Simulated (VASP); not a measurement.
# Cr (Pm-3m) in VASP: notebook

The runs below take Cr through single point, with HSE06, PBE.

Program: VASP 6.6.1. These are calculated values, not measurements. Logs are shortened: lines on timing, memory, paths and dates and some standing lists are left out, and cuts for length are marked.

**1. The crystal as given**

Symmetry: Pm-3m, No. 221, cubic system. Conventional cell: a = 2.339 Å, b = 2.339 Å, c = 2.339 Å, α = 90.00°, β = 90.00°, γ = 90.00°. Cr (site symmetry m-3m) is surrounded by 6 Cr at 2.34 Å.

This isn't the form of Cr at room conditions, which is bcc.

**2. Single point, HSE06**

POSCAR reads:

```
Cr
1.0
    2.3386903703      0.0000000000      0.0000000000
    0.0000000000      2.3386903703      0.0000000000
    0.0000000000      0.0000000000      2.3386903703
Cr
1
Direct
    0.0000000000      0.0000000000      0.0000000000
```

INCAR.step1 reads:

```
SYSTEM = Cr
PREC = Accurate
ENCUT = 520
EDIFF = 1E-5
ISMEAR = -1
SIGMA = 0.1
LREAL = .False.
LASPH = .True.
NELM = 80
ALGO = Normal
ISIF = 2
LWAVE = .True.
NBANDS = 12
GGA = PE
```

INCAR.step2 reads:

```
SYSTEM = Cr
PREC = Accurate
ENCUT = 520
EDIFF = 1E-6
ISMEAR = -1
SIGMA = 0.1
LREAL = .False.
LASPH = .True.
NELM = 80
ALGO = Normal
ISIF = 2
LWAVE = .False.
LCHARG = .True.
GGA = PE
LHFCALC = .True.
HFSCREEN = 0.2079
PRECFOCK = Normal
LELF = .True.
LVHAR = .True.
NBANDS = 12
ISTART = 1
```

KPOINTS reads:

```
Automatic mesh
0
Gamma
  7 7 7
  0 0 0
```

Potentials or basis: VASP PAW PBE potentials, release 64 (Cr_pv).

On the command line:

```
cat potpaw_PBE.64/Cr_pv/POTCAR > POTCAR
cp INCAR.step1 INCAR
mpirun -np 1 vasp_std > vasp.out
cp INCAR.step2 INCAR
mpirun -np 1 vasp_std > vasp.out
```

OUTCAR:

```text
SYSTEM = Cr
   PREC = Accurate
   ENCUT = 520
   EDIFF = 1E-6
   ISMEAR = -1
   LREAL = .False.
   LASPH = .True.
   NELM = 80
   ISIF = 2
   GGA = PE
   LHFCALC = .True.
   HFSCREEN = 0.2079
   PRECFOCK = Normal
   ISTART = 1

 ion  position               nearest neighbor table
   1  0.000  0.000  0.000-

  LATTYP: Found a simple cubic cell.
 ALAT       =     2.3386903703

  Lattice vectors:

 A1 = (   2.3386903703,   0.0000000000,   0.0000000000)
 A2 = (   0.0000000000,   2.3386903703,   0.0000000000)
 A3 = (   0.0000000000,   0.0000000000,   2.3386903703)

Analysis of symmetry for initial positions (statically):
=====================================================================
 Subroutine PRICEL returns:
 Original cell was already a primitive cell.

 Routine SETGRP: Setting up the symmetry group for a
 simple cubic supercell.

 Subroutine GETGRP returns: Found 48 space group operations
 (whereof 48 operations were pure point group operations)
 out of a pool of 48 trial point group operations.

The static configuration has the point symmetry O_h .

Analysis of symmetry for dynamics (positions and initial velocities):
=====================================================================
 Subroutine PRICEL returns:
 Original cell was already a primitive cell.

 Routine SETGRP: Setting up the symmetry group for a
 simple cubic supercell.

 Subroutine GETGRP returns: Found 48 space group operations
 (whereof 48 operations were pure point group operations)
 out of a pool of 48 trial point group operations.

The dynamic configuration has the point symmetry O_h .

 Subroutine INISYM returns: Found 48 space group operations
 (whereof 48 operations are pure point group operations),
 and found     1 'primitive' translations

----------------------------------------------------------------------------------------

                                     Primitive cell

  volume of cell :      12.7914

  direct lattice vectors                    reciprocal lattice vectors
     2.338690370  0.000000000  0.000000000     0.427589737  0.000000000  0.000000000
     0.000000000  2.338690370  0.000000000     0.000000000  0.427589737  0.000000000
     0.000000000  0.000000000  2.338690370     0.000000000  0.000000000  0.427589737

  length of vectors
     2.338690370  2.338690370  2.338690370     0.427589737  0.427589737  0.427589737

  position of ions in fractional coordinates (direct lattice)
     0.000000000  0.000000000  0.000000000

  ion indices of the primitive-cell ions
   primitive index   ion index
                 1           1

----------------------------------------------------------------------------------------

 KPOINTS: Automatic mesh

Automatic generation of k-mesh.
 Grid dimensions read from file:
 generate k-points for:    7    7    7

 Generating k-lattice:

  Cartesian coordinates                     Fractional coordinates (reciprocal lattice)
     0.061084248  0.000000000  0.000000000     0.142857143  0.000000000  0.000000000
     0.000000000  0.061084248  0.000000000     0.000000000  0.142857143  0.000000000
     0.000000000  0.000000000  0.061084248     0.000000000  0.000000000  0.142857143

  Length of vectors
     0.061084248  0.061084248  0.061084248

  Shift w.r.t. Gamma in fractional coordinates (k-lattice)
     0.000000000  0.000000000  0.000000000

 Subroutine IBZKPT returns following result:
 ===========================================

 Found     20 irreducible k-points:

 Following reciprocal coordinates:
            Coordinates               Weight
  0.000000  0.000000  0.000000      1.000000
  0.142857  0.000000  0.000000      6.000000
  0.285714  0.000000  0.000000      6.000000
  0.428571  0.000000  0.000000      6.000000
  0.142857  0.142857  0.000000     12.000000
  0.285714  0.142857  0.000000     24.000000
[... 12 lines left out ...]
  0.428571  0.428571  0.285714     24.000000
  0.428571  0.428571  0.428571      8.000000
   k-points           NKPTS =     20   k-points in BZ     NKDIM =    343   number of bands    NBANDS=     12
   number of dos      NEDOS =    301   number of ions     NIONS =      1
   total plane-waves  NPLWV =   5832
   dimension x,y,z NGX =    18 NGY =   18 NGZ =   18
   dimension x,y,z NGXF=    36 NGYF=   36 NGZF=   36
   ions per type =               1
   NGX,Y,Z   is equivalent  to a cutoff of  12.80, 12.80, 12.80 a.u.
   NGXF,Y,Z  is equivalent  to a cutoff of  25.59, 25.59, 25.59 a.u.
 SYSTEM =  Cr
   PREC   = accura    normal or accurate (medium, high low for compatibility)
   ISTART =      1    job   : 0-new  1-cont  2-samecut
   ICHARG =      0    charge: 1-file 2-atom 10-const
   ISPIN  =      1    spin polarized calculation?
   LNONCOLLINEAR =      F non collinear calculations
   LSORBIT =      F    spin-orbit coupling
   LASPH  =      T    aspherical Exc in radial PAW
   ENCUT  =  520.0 eV  38.22 Ry    6.18 a.u.   4.35  4.35  4.35*2*pi/ulx,y,z
   NELM   =     80;   NELMIN=  2; NELMDL=  0     # of ELM steps
   EDIFF  = 0.1E-05   stopping-criterion for ELM
   LREAL  =      F    real-space projection
   EDIFFG = 0.1E-04   stopping-criterion for IOM
   NSW    =      0    number of steps for IOM
   IBRION =     -1    ionic relax: 0-MD 1-quasi-New 2-CG
   NFREE  =      0    steps in history (QN), initial steepest desc. (CG)
   ISIF   =      2    stress and relaxation
   ISYM   =      3    0-nonsym 1-usesym 2-fastsym
   POTIM  = 0.5000    time-step for ionic-motion
   TEBEG  =    0.0;   TEEND  =   0.0 temperature during run
   PSTRESS=    0.0 pullay stress
   NELECT =      12.0000    total number of electrons
   NUPDOWN=      -1.0000    fix difference up-down
   EMIN   =  10.00;   EMAX   =-10.00  energy-range for DOS
   EFERMI =   0.00;   METHOD = LEGACY
   ISMEAR =    -1;   SIGMA  =   0.10  broadening in eV -4-tet -1-fermi 0-gaus
   EFERMI_NEDOS =   21; number of points for ismear=-14 and -15
   IALGO  =     38    algorithm
   IMIX   =      1    mixing-type and parameters
     AMIX     =   0.40;   BMIX     =  1.00
     AMIX_MAG =   1.60;   BMIX_MAG =  1.00
  volume/ion in A,a.u.               =      12.79        86.32
  Fermi-wavevector in a.u.,A,eV,Ry     =   1.602615  3.028503 34.944858  2.568375
  Thomas-Fermi vector in A             =   2.699408
   LORBIT       =      0    0 simple, 1 ext, 2 COOP (PROOUT), +10 PAW based schemes
   GGA     = PE    functional components
   LHFCALC =     T    Hartree Fock is set to
   PRECFOCK=normal    Normal, Fast or Accurate (Low or Medium for compatibility)
   ENCUT4O =  -1.0   cutoff for four orbital integrals eV
   NKREDX  =     1    reduce k-point grid by
   NKREDY  =     1    reduce k-point grid by
   NKREDZ  =     1    reduce k-point grid by
   AEXX    =    0.2500 exact exchange contribution
   HFSCREEN=    0.2079 screening length (either q_TF or 0.3 A-1)
   HFSCREENC=   0.2079 screening length for correlation (either q_TF or 0.3 A-1)
   ENCUTFOCK=  -1.0 apply spherical cutoff to Coloumb kernel
   IVDW    =     0    specifies the selected vdW correction
   LEPSILON=     F    determine dielectric tensor
   LRPA    =     F    only Hartree local field effects (RPA)
 non-spin polarized calculation
  energy-cutoff  :      520.00
  volume of cell :       12.79
 maximum number of plane-waves:       354
 NGX is ok and might be reduce to    18
  NGX = 14; NGY = 14; NGZ = 14

 number of electron      12.0000003 magnetization

 Free energy of the ion-electron system (eV)
  ---------------------------------------------------
  ext. energy  EPLUGINS =         0.00000000
  ---------------------------------------------------
  free energy    TOTEN  =       -10.54710956 eV

  energy without entropy =      -10.51582752  energy(sigma->0) =      -10.53146854

 E-fermi :   9.7734     XC(G=0): -10.5746

 val. band max:        9.5835369763   @ k =   0.4286   0.2857   0.2857
 cond. band min:       9.8936182957   @ k =   0.4286   0.2857   0.1429
 fundamental gap:      0.3100813195
 Fermi energy:         9.7734254926

 k-point     1 :       0.0000    0.0000    0.0000
  band No.  band energies     occupation
      1     -36.5882      2.00000
      2     -36.5882      2.00000
      3     -36.5882      2.00000
      4       1.0678      2.00000
      5       4.9315      2.00000
      6       4.9315      2.00000
      7      13.4107      0.00000
      8      13.4107      0.00000
      9      13.4108      0.00000
     10      19.4538      0.00000
     11      30.3472      0.00000
     12      30.3472      0.00000

 k-point     2 :       0.1429    0.0000    0.0000
  band No.  band energies     occupation
      1     -36.8130      2.00000
      2     -36.5708      2.00000
      3     -36.5708      2.00000
      4       1.7759      2.00000
      5       5.0857      2.00000
      6       5.4732      2.00000
      7      12.9096      0.00000
      8      12.9097      0.00000
      9      13.4444      0.00000
     10      19.4510      0.00000
     11      26.2350      0.00000
     12      31.3638      0.00000

 k-point     3 :       0.2857    0.0000    0.0000
  band No.  band energies     occupation
      1     -37.3047      2.00000
      2     -36.5313      2.00000
      3     -36.5313      2.00000
      4       3.4873      2.00000
      5       5.4459      2.00000
      6       6.8841      2.00000
      7      11.8932      0.00000
      8      11.8932      0.00000
      9      13.5202      0.00000
     10      19.4200      0.00000
     11      21.2303      0.00000
     12      33.1312      0.00000

 k-point     4 :       0.4286    0.0000    0.0000
  band No.  band energies     occupation
      1     -37.6866      2.00000
      2     -36.4991      2.00000
      3     -36.4991      2.00000
      4       5.1137      2.00000
      5       5.7500      2.00000
      6       8.2493      2.00000
      7      11.1572      0.00000
      8      11.1572      0.00000
      9      13.5810      0.00000
     10      17.8426      0.00000
     11      19.5168      0.00000
     12      31.8706      0.00000

 k-point     5 :       0.1429    0.1429    0.0000
  band No.  band energies     occupation
      1     -36.8090      2.00000
      2     -36.7754      2.00000
      3     -36.5534      2.00000
      4       2.4543      2.00000
      5       5.4300      2.00000
      6       5.8331      2.00000
      7      12.3608      0.00000
      8      12.8737      0.00000
      9      13.0420      0.00000
     10      19.4503      0.00000
     11      26.5827      0.00000
     12      27.3628      0.00000
[... 168 lines left out ...]
      1     -37.1698      2.00000
      2     -37.1050      2.00000
      3     -37.1050      2.00000
      4       5.9505      2.00000
      5       8.4063      2.00000
      6       8.4063      2.00000
      7      10.1464      0.04685
      8      10.1465      0.04684
      9      13.9342      0.00000
     10      19.4550      0.00000
     11      25.3625      0.00000
     12      25.3625      0.00000

 k-point    18 :       0.4286    0.2857    0.2857
  band No.  band energies     occupation
      1     -37.4743      2.00000
      2     -37.0976      2.00000
      3     -37.0586      2.00000
      4       6.0829      2.00000
      5       8.1092      2.00000
      6       8.5525      1.99999
      7       9.5835      1.73953
      8      11.2383      0.00000
      9      16.6517      0.00000
     10      19.4405      0.00000
     11      20.9066      0.00000
     12      26.3283      0.00000

 k-point    19 :       0.4286    0.4286    0.2857
  band No.  band energies     occupation
      1     -37.4213      2.00000
      2     -37.4127      2.00000
      3     -37.0315      2.00000
      4       5.7584      2.00000
      5       7.8258      2.00000
      6       7.9676      2.00000
      7      10.3160      0.00877
      8      12.6337      0.00000
      9      18.9669      0.00000
     10      19.5075      0.00000
     11      21.8649      0.00000
     12      23.5483      0.00000

 k-point    20 :       0.4286    0.4286    0.4286
  band No.  band energies     occupation
      1     -37.3692      2.00000
      2     -37.3582      2.00000
      3     -37.3582      2.00000
      4       6.3161      2.00000
      5       6.7454      2.00000
      6       6.7454      2.00000
      7      12.7528      0.00000
      8      12.7529      0.00000
      9      19.4317      0.00000
     10      21.2334      0.00000
     11      22.8790      0.00000
     12      24.8158      0.00000

------------------------ aborting loop because EDIFF is reached ----------------------------------------

  FORCE on cell =-STRESS in cart. coord.  units (eV):
  Direction    XX          YY          ZZ          XY          YZ          ZX
  --------------------------------------------------------------------------------------
  -------------------------------------------------------------------------------------
  Total        0.0819046      0.0819046      0.0819046      0.0000000      0.0000000     -0.0000000
  in kB       10.2588989     10.2588989     10.2588989      0.0000000      0.0000000     -0.0000000
  external PRESSURE =      10.2588989 kB  Pullay stress =       0.0000000 kB

 VOLUME and BASIS-vectors are now :
 -----------------------------------------------------------------------------
  energy-cutoff  :      520.00
  volume of cell :       12.79
      direct lattice vectors                 reciprocal lattice vectors
     2.338690370  0.000000000  0.000000000     0.427589737  0.000000000  0.000000000
     0.000000000  2.338690370  0.000000000     0.000000000  0.427589737  0.000000000
     0.000000000  0.000000000  2.338690370     0.000000000  0.000000000  0.427589737

 POSITION                                       TOTAL-FORCE (eV/Angst)
 -----------------------------------------------------------------------------------
      0.00000      0.00000      0.00000         0.000000      0.000000      0.000000
 -----------------------------------------------------------------------------------
    total drift:                                0.000000      0.000000      0.000000

  FREE ENERGIE OF THE ION-ELECTRON SYSTEM (eV)
  ---------------------------------------------------
  free  energy   TOTEN  =       -10.5471095555 eV

  energy  without entropy=      -10.5158275155  energy(sigma->0) =      -10.53146854
```

Wall time 33 min (1 thread of Intel Xeon Platinum 8375C at 2.90GHz (Ice Lake), shared host); peak memory 0.22 GiB.

Results:

| Item | Value |
| --- | --- |
| Free energy | -10.5471 eV |
| Pressure | 1.0 GPa |
| Band gap on the k mesh | none (metal or under the smearing width) |

Caveat: the k mesh is coarse (spacing up to 0.38 Å⁻¹), so the values aren't converged, least of all with exact exchange; the PAW data sets were made with another functional, which shifts forces and pressure a little; the run has no spin polarisation, though such a crystal can be magnetic. Spin polarisation is off, so any magnetic state and its effect on volume and gap are missing.

**3. Single point, PBE**

INCAR reads:

```
ALGO = Normal
EDIFF = 1E-6
ENCUT = 520
GGA = PE
ISIF = 2
ISMEAR = -1
LASPH = True
LCHARG = False
LREAL = False
LWAVE = False
NBANDS = 12
NELM = 80
PREC = Accurate
SIGMA = 0.1
```

KPOINTS reads:

```
k-points
0
Gamma
  7 7 7
```

POSCAR is that of step 2.

Potentials or basis: VASP PAW PBE potentials, release 64 (Cr_pv).

On the command line:

```
cat potpaw_PBE.64/Cr_pv/POTCAR > POTCAR
mpirun -np 1 vasp_std > vasp.out
```

Wall time 5.6 s (1 thread of Intel Xeon Platinum 8375C at 2.90GHz (Ice Lake), shared host); peak memory 0.11 GiB.

Results (log left out):

| Property | Result |
| --- | --- |
| Free energy | -8.4813 eV |
| Pressure | -0.3 GPa |
| Band gap on the k mesh | none (metal or under the smearing width) |

Levels at points of the mesh, in eV from the Fermi level:
```csv
k point,band 4,band 5,band 6,band 7,band 8,band 9
"(0.00, 0.00, 0.00)",-7.34,-3.15,-3.15,2.50,2.50,2.50
```

Caveat: the k mesh is coarse (spacing up to 0.38 Å⁻¹), so the values aren't converged; the run has no spin polarisation, though such a crystal can be magnetic. Spin polarisation is off, so any magnetic state and its effect on volume and gap are missing.
